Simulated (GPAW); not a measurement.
# BeS (F-43m) in GPAW: a series of runs

The runs below take BeS through dielectric tensor, one-shot levels on a semilocal density, hybrid scf, with PBE, SCAN, r2SCAN-EpsX, PBE-EpsX.

Everything below comes from runs of GPAW 26.7.0. Logs are shortened: lines on timing, memory, paths and dates and some standing lists are left out, and cuts for length are marked. The log counts tension as positive stress, the text compression.

### 1 The crystal as given

It takes space group F-43m (No. 216, cubic). The conventional cell has a = 4.850 Å, b = 4.850 Å, c = 4.850 Å, α = 90.00°, β = 90.00°, γ = 90.00°. S (site symmetry -43m) has 4 Be at 2.10 Å as nearest neighbours. Be (site symmetry -43m) has 4 S at 2.10 Å as nearest neighbours.

### 2 Dielectric tensor, PBE

The input, run.py:

```python
import numpy as np
from ase.dft.bandgap import bandgap
from ase.io import write
from ase.spacegroup import crystal
from gpaw import GPAW, PW
from gpaw.response.df import DielectricFunction

# S 4c
# Be 4a
atoms = crystal(['S', 'Be'],
                basis=[[0.25, 0.25, 0.25],
                       [0.0, 0.0, 0.0]],
                spacegroup=216, setting=1,  # F-43m
                cellpar=[4.85, 4.85, 4.85, 90.0, 90.0, 90.0],
                primitive_cell=True)

calc = GPAW(mode=PW(600),
            xc='PBE',
            kpts={'size': (8, 8, 8), 'gamma': True},
            occupations={'name': 'fermi-dirac', 'width': 0.001},
            nbands=11,
            convergence={'density': 1e-06},
            maxiter=150,
            txt='gpaw.txt')
atoms.calc = calc
energy = atoms.get_potential_energy()
calc.write('gs.gpw')
write('result.traj', atoms)
print(f'Energy: {energy:.6f} eV')
print('Fermi level:', round(calc.get_fermi_level(), 4), 'eV')
print(f'Gap: {bandgap(calc)[0]:.4f} eV, direct: {bandgap(calc, direct=True)[0]:.4f} eV')

for size in [(17, 17, 17), (24, 24, 24)]:
    name = 'x'.join(str(n) for n in size)
    dense = calc.fixed_density(kpts={'size': size, 'gamma': True},
                               nbands=26, convergence={'bands': 20},
                               update_fermi_level=True, txt=f'dense-{name}.txt')
    dense.write(f'{name}.gpw', mode='all')
    df = DielectricFunction(f'{name}.gpw', frequencies=np.array([0.0]), hilbert=False, eta=0.001,
                            ecut=80, nbands=20, intraband=False, txt=f'df-{name}.txt')
    for xc in ['RPA', 'ALDA', 'LR0.1']:
        for direction in ['x', 'y', 'z', [0, 1, 1], [1, 0, 1], [1, 1, 0]]:
            e0, e = df.get_macroscopic_dielectric_constant(xc=xc, direction=direction)
            print(f'{name} {xc} {direction}: {e0:.4f} without, {e:.4f} with local fields')
```

Potentials or basis: GPAW PAW data sets (gpaw-data 1.2.1), pw.

Command:

```console
$ OMP_NUM_THREADS=1 python run.py
```

gpaw.txt:

```text
__  _  _
 | _ |_)|_||  |
 |__||  | ||/\| - 26.7.0

Input parameters:
  mode=PW(ecut=600.0),
  convergence={'density': 1e-06},
  kpts=MonkhorstPack(size=(8, 8, 8), gamma=True),
  maxiter=150,
  nbands=11,
  occupations=Occupations(name='fermi-dirac', width=0.001),
  xc=XC(name='PBE')

Diagonalizing LCAO Hamiltonian
Converting LCAO to pw mode

           S

       Be

Atoms  # Å, Bohr magnetons
|   | symbol |        x |        y |        z |    initial magnetic moments |
|---|--------|----------|----------|----------|-----------------------------|
| 0 |      S | 1.212500 | 1.212500 | 1.212500 | ( 0.0000,  0.0000,  0.0000) |
| 1 |     Be | 0.000000 | 0.000000 | 0.000000 | ( 0.0000,  0.0000,  0.0000) |

Unit cell  # Å
| periodic |        x |        y |        z |  lengths |    angles |
|----------|----------|----------|----------|----------|-----------|
|      yes | 0.000000 | 2.425000 | 2.425000 | 3.429468 | 60.000000 |
|      yes | 2.425000 | 0.000000 | 2.425000 | 3.429468 | 60.000000 |
|      yes | 2.425000 | 2.425000 | 0.000000 | 3.429468 | 60.000000 |

Number of symmetries: 24
Symmetry operations  # r_c * U_cc + t_c -> r_c
|    | kind |            matrix            |
|----|------|------------------------------|
|  0 |  E   |  1, 0, 0,  0, 1, 0,  0, 0, 1 |
|  1 |  σ   |  1, 0, 0,  0, 0, 1,  0, 1, 0 |
|  2 |  σ   |  1, 0,-1,  0, 1,-1,  0, 0,-1 |
|  3 |  C3  |  1, 0,-1,  0, 0,-1,  0, 1,-1 |
|  4 |  C3  |  1,-1, 0,  0,-1, 1,  0,-1, 0 |
|  5 |  σ   |  1,-1, 0,  0,-1, 0,  0,-1, 1 |
|  6 |  σ   |  0, 1, 0,  1, 0, 0,  0, 0, 1 |
|  7 |  C3  |  0, 1, 0,  0, 0, 1,  1, 0, 0 |
|  8 |  C2  |  0, 1,-1,  1, 0,-1,  0, 0,-1 |
|  9 |  S4  |  0, 1,-1,  0, 0,-1,  1, 0,-1 |
| 10 |  C3  |  0, 0, 1,  1, 0, 0,  0, 1, 0 |
| 11 |  σ   |  0, 0, 1,  0, 1, 0,  1, 0, 0 |
| 12 |  S4  |  0, 0,-1,  1, 0,-1,  0, 1,-1 |
| 13 |  C3  |  0, 0,-1,  0, 1,-1,  1, 0,-1 |
| 14 |  S4  |  0,-1, 1,  1,-1, 0,  0,-1, 0 |
| 15 |  C2  |  0,-1, 1,  0,-1, 0,  1,-1, 0 |
| 16 |  C3  |  0,-1, 0,  1,-1, 0,  0,-1, 1 |
| 17 |  S4  |  0,-1, 0,  0,-1, 1,  1,-1, 0 |
| 18 |  S4  | -1, 1, 0, -1, 0, 1, -1, 0, 0 |
| 19 |  C3  | -1, 1, 0, -1, 0, 0, -1, 0, 1 |
| 20 |  C3  | -1, 0, 1, -1, 1, 0, -1, 0, 0 |
| 21 |  S4  | -1, 0, 1, -1, 0, 0, -1, 1, 0 |
| 22 |  σ   | -1, 0, 0, -1, 1, 0, -1, 0, 1 |
| 23 |  C2  | -1, 0, 0, -1, 0, 1, -1, 1, 0 |

BZ-sampling:
  Number of BZ points: 512
  Number of IBZ points: 29

  Monkhorst-Pack size: [8, 8, 8]
  Monkhorst-Pack shift: [0.0625, 0.0625, 0.0625]

K-points  # in reciprocal-cell coordinates
|     |                                coordinates |     weight |
|-----|--------------------------------------------|------------|
|   0 | (  0.00000000,   0.00000000,   0.00000000) | 0.00195312 |
|   1 | (  0.12500000,   0.12500000,   0.00000000) | 0.01171875 |
|   2 | (  0.12500000,   0.12500000,   0.12500000) | 0.01562500 |
|   3 | (  0.25000000,   0.12500000,   0.12500000) | 0.02343750 |
|   4 | (  0.25000000,   0.25000000,   0.00000000) | 0.01171875 |
|   5 | (  0.25000000,   0.25000000,   0.12500000) | 0.04687500 |
|   6 | (  0.25000000,   0.25000000,   0.25000000) | 0.01562500 |
|   7 | (  0.37500000,   0.25000000,  -0.37500000) | 0.04687500 |
|   8 | (  0.37500000,   0.25000000,   0.12500000) | 0.04687500 |
|   9 | (  0.37500000,   0.25000000,   0.25000000) | 0.04687500 |
| ... |                                            |            |
|  28 | (  0.50000000,   0.50000000,   0.50000000) | 0.00781250 |

Plane wave coefficients: 961
Cutoff: 600.0 eV

Spin-components: 1 (collinear spins)
Bands:           11
Projectors:      8
Spin-degeneracy: 2
Datatype:        complex128

Density:
  Valence electrons: 8.0
  Components: 1
  Grid points: [20 20 20]
  Charge: 0.0  # |e|

Potential:
  Grid points: [20 20 20]

species:
  S:
    name:    Sulfur
    Z:       16.0
    valence: 6
    core:    10
    charge:  0.0  # [|e|]
    compensation charges:
      type: gauss
      rc: 0.24  # [Å]
      lmax: 2
    cutoffs:
      filter: 1.77  # [Å]
      core: 1.66  # [Å]
    projectors
    | kind |    occ | energy [eV] | rcut [Å] |
    |------|--------|-------------|----------|
    |   3s |  2.000 |     -17.254 |    0.974 |
    |   3p |  4.000 |      -7.008 |    0.979 |
    |    s |        |       9.957 |    0.974 |
    |    p |        |      20.203 |    0.979 |
    |    d |        |       0.000 |    0.900 |

    Using partial waves for S as LCAO basis

  Be:
    name:    Beryllium
    Z:       4.0
    valence: 2
    core:    2
    charge:  0.0  # [|e|]
    compensation charges:
      type: gauss
      rc: 0.25  # [Å]
      lmax: 2
    cutoffs:
      filter: 1.42  # [Å]
      core: 1.77  # [Å]
    projectors
    | kind |    occ | energy [eV] | rcut [Å] |
    |------|--------|-------------|----------|
    |   2s |  2.000 |      -5.610 |    0.794 |
    |   2p |  0.000 |      -2.018 |    0.794 |
    |    s |        |      21.602 |    0.794 |

    Using partial waves for Be as LCAO basis

Reference energy: -11255.804871  # eV

eigensolver:
  PPCG
  Converge bands: occupied
  niter=2

density mixing:
  MSR1-Mixer
  Pratt-step length: 0.05
  Maximum mixing coefficient: 0.75
  Old densities: 10
  SVD Regularization: 0.005
  Good broyden scale: 1.0
  Trust region scale: 1.0
  Backstep threshold: 4.0
  History deletion threshold: 6.0
  Fourier metric: weight=20.0, sigma=0.015

occupation numbers:
  Fermi-Dirac:
    width: 0.0010  # eV

poisson solver:
  ecut: 4800.0  # eV

xc functional:
  name: PBE with 2 nearest neighbor stencil

convergence criteria:
- Maximum integral of absolute [dens]ity change: 1e-06 electrons / valence electron
- Maximum [total energy] change in last 3 cyles: 0.0005 eV / valence electron
- Maximum integral of absolute [eigenst]ate change: 4e-08 eV^2 / valence electron
maximum number of iterations: 150

SCF iterations
|iter     | |      energy | eigst |  dens |
|---------|-|-------------|-------|-------|
|iter:   1| |  -10.042162 | -0.06 |       |
|iter:   2| |  -10.026317 | -2.38 | -0.93 |
|iter:   3| |   -9.919501 | -2.10 | -0.96 |
|iter:   4| |   -9.922161 | -3.22 | -1.57 |
|iter:   5| |   -9.922692c| -4.51 | -2.18 |
|iter:   6| |   -9.922759c| -5.52 | -2.68 |
|iter:   7| |   -9.922759c| -7.18 | -3.76 |
|iter:   8| |   -9.922760c| -8.15c| -4.17 |
|iter:   9| |   -9.922760c| -8.87c| -5.30 |
|iter:  10| |   -9.922760c| -9.39c| -5.78 |
|iter:  11| |   -9.922760c|-10.33c| -6.88c|

Converged in 11 steps
Energy contributions relative to reference atoms: (reference = -11255.804871)

Energy contributions:
  Kinetic:          11.772511
  Coulomb:         -10.850248
  Zero:              0.023614
  External:          0.000000
  Xc:              -10.868637
  Entropy:          -0.000000
  Spinorbit:         0.000000
  ----------------------------
  Free energy:      -9.922760
  Extrapolated:     -9.922760

dipole moment: (-8.559492, -8.559492, -8.559492)  # |e|*Ang

Fermi level: 6.759
Eigenvalues  # (at kpt = [0.000, 0.000, 0.000])
| band index |      eig [eV] | occ [0-2] |
|------------|---------------|-----------|
|          0 |        -9.015 |     2.000 |
|          1 |         4.692 |     2.000 |
|          2 |         4.692 |     2.000 |
|          3 |         4.692 |     2.000 |
|          4 |        10.336 |     0.000 |
|          5 |        10.336 |     0.000 |
|          6 |        10.336 |     0.000 |
|          7 |        10.565 |     0.000 |
|          8 |        17.360 |     0.000 |
|          9 |        17.360 |     0.000 |
|         10 |        19.588 |     0.000 |

Gap: 3.102 eV
Transition (v -> c):
  (s=0, k=0, n=3, [0.00, 0.00, 0.00]) -> (s=0, k=24, n=4, [0.50, 0.50, 0.00])
Direct/indirect transitions are different
Direct gap: 5.643 eV
Transition at: (s=0, k=0, n=3, [0.00, 0.00, 0.00])
# Writing to gs.gpw (mode='')
```

It took 3.1 min on 1 thread of Arm Neoverse V1, shared host; peak memory 0.72 GiB.

Results:

- Free energy: -9.9228 eV
- Band gap on the k mesh: 3.10 eV, indirect (least direct gap 5.64 eV)
- Electronic dielectric tensor (diagonal): 4.85

Electronic dielectric tensor:
```
4.85 0.00 0.00
0.00 4.85 0.00
0.00 0.00 4.85
```

Caveat: the long-wavelength limit can be off by a per cent or two. As with any semilocal functional, this PBE gap is likely too small.

### 3 One-shot levels on a semilocal density, SCAN

The input, run.py:

```python
import numpy as np
from ase.dft.bandgap import bandgap
from ase.io import write
from ase.spacegroup import crystal
from ase.units import Ha
from gpaw import GPAW, PW
from gpaw.hybrids.energy import non_self_consistent_energy
from gpaw.new.pw.nschse import non_self_consistent_matrix_elements

# S 4c
# Be 4a
atoms = crystal(['S', 'Be'],
                basis=[[0.25, 0.25, 0.25],
                       [0.0, 0.0, 0.0]],
                spacegroup=216, setting=1,  # F-43m
                cellpar=[4.85, 4.85, 4.85, 90.0, 90.0, 90.0],
                primitive_cell=True)

calc = GPAW(mode=PW(600),
            xc='MGGA_X_SCAN+MGGA_C_SCAN',
            kpts={'size': (6, 6, 6), 'gamma': True},
            occupations={'name': 'fermi-dirac', 'width': 0.05},
            nbands=11,
            convergence={'density': 1e-06, 'bands': 9},
            maxiter=60,
            txt='gpaw.txt')
atoms.calc = calc
energy = atoms.get_potential_energy()
calc.write('gs.gpw')
write('result.traj', atoms)
print(f'Energy: {energy:.6f} eV')
print('Fermi level:', round(calc.get_fermi_level(), 4), 'eV')
print(f'Gap: {bandgap(calc)[0]:.4f} eV, direct: {bandgap(calc, direct=True)[0]:.4f} eV')

calc.write('wfs.gpw', mode='all')
eps = calc.eigenvalues()
free = calc.get_potential_energy(force_consistent=True)
semilocal_x = free + calc.get_xc_difference('MGGA_X_SCAN')  # without correlation
exact_x = non_self_consistent_energy(calc, 'EXX').sum()
h_x = non_self_consistent_matrix_elements(GPAW('wfs.gpw').dft, 'MGGA_X_SCAN')
h_exx = non_self_consistent_matrix_elements(GPAW('wfs.gpw').dft, 'EXX')
shift = np.einsum('sknn->skn', h_exx - h_x).real * Ha
np.savetxt('shift.dat', shift[..., :9].reshape((-1, 9)), fmt='%.4f')
occupied = eps < calc.get_fermi_level()
for name, a in {'SCAN0': 0.25}.items():
    levels = (eps + a * shift)[..., :9]
    gap = levels[~occupied[..., :9]].min() - levels[occupied[..., :9]].max()
    print(f'{name}: share {a}, energy {free + a * (exact_x - semilocal_x):.6f} eV, gap {gap:.4f} eV')
```

Potentials or basis: GPAW PAW data sets (gpaw-data 1.2.1), pw.

Command:

```console
$ OMP_NUM_THREADS=1 python run.py
```

gpaw.txt:

```text
__  _  _
 | _ |_)|_||  |
 |__||  | ||/\| - 26.7.0

Input parameters:
  mode=PW(ecut=600.0),
  convergence={'density': 1e-06, 'bands': 9},
  kpts=MonkhorstPack(size=(6, 6, 6), gamma=True),
  maxiter=60,
  nbands=11,
  occupations=Occupations(name='fermi-dirac', width=0.05),
  xc=XC(name='MGGA_X_SCAN+MGGA_C_SCAN')

Diagonalizing LCAO Hamiltonian
Converting LCAO to pw mode

           S

       Be

Atoms  # Å, Bohr magnetons
|   | symbol |        x |        y |        z |    initial magnetic moments |
|---|--------|----------|----------|----------|-----------------------------|
| 0 |      S | 1.212500 | 1.212500 | 1.212500 | ( 0.0000,  0.0000,  0.0000) |
| 1 |     Be | 0.000000 | 0.000000 | 0.000000 | ( 0.0000,  0.0000,  0.0000) |

Unit cell  # Å
| periodic |        x |        y |        z |  lengths |    angles |
|----------|----------|----------|----------|----------|-----------|
|      yes | 0.000000 | 2.425000 | 2.425000 | 3.429468 | 60.000000 |
|      yes | 2.425000 | 0.000000 | 2.425000 | 3.429468 | 60.000000 |
|      yes | 2.425000 | 2.425000 | 0.000000 | 3.429468 | 60.000000 |

Number of symmetries: 24
Symmetry operations  # r_c * U_cc + t_c -> r_c
|    | kind |            matrix            |
|----|------|------------------------------|
|  0 |  E   |  1, 0, 0,  0, 1, 0,  0, 0, 1 |
|  1 |  σ   |  1, 0, 0,  0, 0, 1,  0, 1, 0 |
|  2 |  σ   |  1, 0,-1,  0, 1,-1,  0, 0,-1 |
|  3 |  C3  |  1, 0,-1,  0, 0,-1,  0, 1,-1 |
|  4 |  C3  |  1,-1, 0,  0,-1, 1,  0,-1, 0 |
|  5 |  σ   |  1,-1, 0,  0,-1, 0,  0,-1, 1 |
|  6 |  σ   |  0, 1, 0,  1, 0, 0,  0, 0, 1 |
|  7 |  C3  |  0, 1, 0,  0, 0, 1,  1, 0, 0 |
|  8 |  C2  |  0, 1,-1,  1, 0,-1,  0, 0,-1 |
|  9 |  S4  |  0, 1,-1,  0, 0,-1,  1, 0,-1 |
| 10 |  C3  |  0, 0, 1,  1, 0, 0,  0, 1, 0 |
| 11 |  σ   |  0, 0, 1,  0, 1, 0,  1, 0, 0 |
| 12 |  S4  |  0, 0,-1,  1, 0,-1,  0, 1,-1 |
| 13 |  C3  |  0, 0,-1,  0, 1,-1,  1, 0,-1 |
| 14 |  S4  |  0,-1, 1,  1,-1, 0,  0,-1, 0 |
| 15 |  C2  |  0,-1, 1,  0,-1, 0,  1,-1, 0 |
| 16 |  C3  |  0,-1, 0,  1,-1, 0,  0,-1, 1 |
| 17 |  S4  |  0,-1, 0,  0,-1, 1,  1,-1, 0 |
| 18 |  S4  | -1, 1, 0, -1, 0, 1, -1, 0, 0 |
| 19 |  C3  | -1, 1, 0, -1, 0, 0, -1, 0, 1 |
| 20 |  C3  | -1, 0, 1, -1, 1, 0, -1, 0, 0 |
| 21 |  S4  | -1, 0, 1, -1, 0, 0, -1, 1, 0 |
| 22 |  σ   | -1, 0, 0, -1, 1, 0, -1, 0, 1 |
| 23 |  C2  | -1, 0, 0, -1, 0, 1, -1, 1, 0 |

BZ-sampling:
  Number of BZ points: 216
  Number of IBZ points: 16

  Monkhorst-Pack size: [6, 6, 6]
  Monkhorst-Pack shift: [0.08333333333333333, 0.08333333333333333, 0.08333333333333333]

[... 73 lines left out ...]
    | kind |    occ | energy [eV] | rcut [Å] |
    |------|--------|-------------|----------|
    |   2s |  2.000 |      -5.610 |    0.794 |
    |   2p |  0.000 |      -2.018 |    0.794 |
    |    s |        |      21.602 |    0.794 |

    Using partial waves for Be as LCAO basis

Reference energy: -11255.804871  # eV

eigensolver:
  PPCG
  Converge bands: 9
  niter=2

density mixing:
  MSR1-Mixer
  Pratt-step length: 0.05
  Maximum mixing coefficient: 0.75
  Old densities: 10
  SVD Regularization: 0.005
  Good broyden scale: 1.0
  Trust region scale: 1.0
  Backstep threshold: 4.0
  History deletion threshold: 6.0
  Fourier metric: weight=20.0, sigma=0.015

occupation numbers:
  Fermi-Dirac:
    width: 0.0500  # eV

poisson solver:
  ecut: 4800.0  # eV

xc functional:
  name: MGGA_X_SCAN+MGGA_C_SCAN with 2 nearest neighbor stencil

convergence criteria:
- Maximum integral of absolute [dens]ity change: 1e-06 electrons / valence electron
- Maximum [total energy] change in last 3 cyles: 0.0005 eV / valence electron
- Maximum integral of absolute [eigenst]ate change: 4e-08 eV^2 / valence electron
maximum number of iterations: 60

SCF iterations
|iter     | |      energy | eigst |  dens |
|---------|-|-------------|-------|-------|
|iter:   1| |  -18.184061 | +1.72 |       |
|iter:   2| |  -16.184120 | +0.61 | -0.94 |
|iter:   3| |  -16.255103 | -0.31 | -0.96 |
|iter:   4| |  -16.235579 | -0.86 | -1.32 |
|iter:   5| |  -16.242073 | -2.48 | -1.72 |
|iter:   6| |  -16.243343 | -3.25 | -2.24 |
|iter:   7| |  -16.243354c| -4.41 | -3.08 |
|iter:   8| |  -16.243357c| -5.28 | -3.83 |
|iter:   9| |  -16.243357c| -5.93 | -4.69 |
|iter:  10| |  -16.243357c| -6.25 | -5.34 |
|iter:  11| |  -16.243357c| -6.56 | -6.01c|
|iter:  12| |  -16.243357c| -6.65 | -6.77c|
|iter:  13| |  -16.243357c| -6.47 | -7.20c|
|iter:  14| |  -16.243357c| -6.79 | -7.70c|
|iter:  15| |  -16.243357c| -6.62 | -8.05c|
|iter:  16| |  -16.243357c| -6.91 | -8.07c|
|iter:  17| |  -16.243357c| -7.23 | -8.68c|
|iter:  18| |  -16.243357c| -7.59c| -9.21c|

Converged in 18 steps
Energy contributions relative to reference atoms: (reference = -11255.804871)

Energy contributions:
  Kinetic:           9.525532
  Coulomb:          -8.480991
  Zero:             -0.056161
  External:          0.000000
  Xc:              -17.231737
  Entropy:          -0.000000
  Spinorbit:         0.000000
  ----------------------------
  Free energy:     -16.243357
  Extrapolated:    -16.243357

dipole moment: (-8.532605, -8.532605, -8.532605)  # |e|*Ang

Fermi level: 5.842
Eigenvalues  # (at kpt = [0.000, 0.000, 0.000])
| band index |      eig [eV] | occ [0-2] |
|------------|---------------|-----------|
|          0 |        -9.889 |     2.000 |
|          1 |         4.452 |     2.000 |
|          2 |         4.452 |     2.000 |
|          3 |         4.452 |     2.000 |
|          4 |        10.669 |     0.000 |
|          5 |        10.669 |     0.000 |
|          6 |        10.669 |     0.000 |
|          7 |        11.101 |     0.000 |
|          8 |        17.778 |     0.000 |
|          9 |        17.778 |     0.000 |
|         10 |        20.345 |     0.000 |

Gap: 3.566 eV
Transition (v -> c):
  (s=0, k=0, n=3, [0.00, 0.00, 0.00]) -> (s=0, k=12, n=4, [0.50, 0.50, 0.00])
Direct/indirect transitions are different
Direct gap: 6.218 eV
Transition at: (s=0, k=0, n=3, [0.00, 0.00, 0.00])
# Writing to gs.gpw (mode='')

# Writing to wfs.gpw (mode='all')
```

It took 2.1 min on 1 thread of Arm Neoverse V1, shared host; peak memory 0.33 GiB.

Results:

| Quantity | Value |
| --- | --- |
| Free energy | -16.2434 eV |
| Band gap on the k mesh | 3.57 eV, indirect (least direct gap 6.22 eV) |

Band gaps from one-shot exact exchange on these states (eV): scan0 5.01

Caveat: the k mesh is coarse; energy and the plain gap are those of the semilocal run; the hybrids' values are one shot on its orbitals and mesh. A k mesh can miss the band edges.

(Part 1 of 2 ends here.)
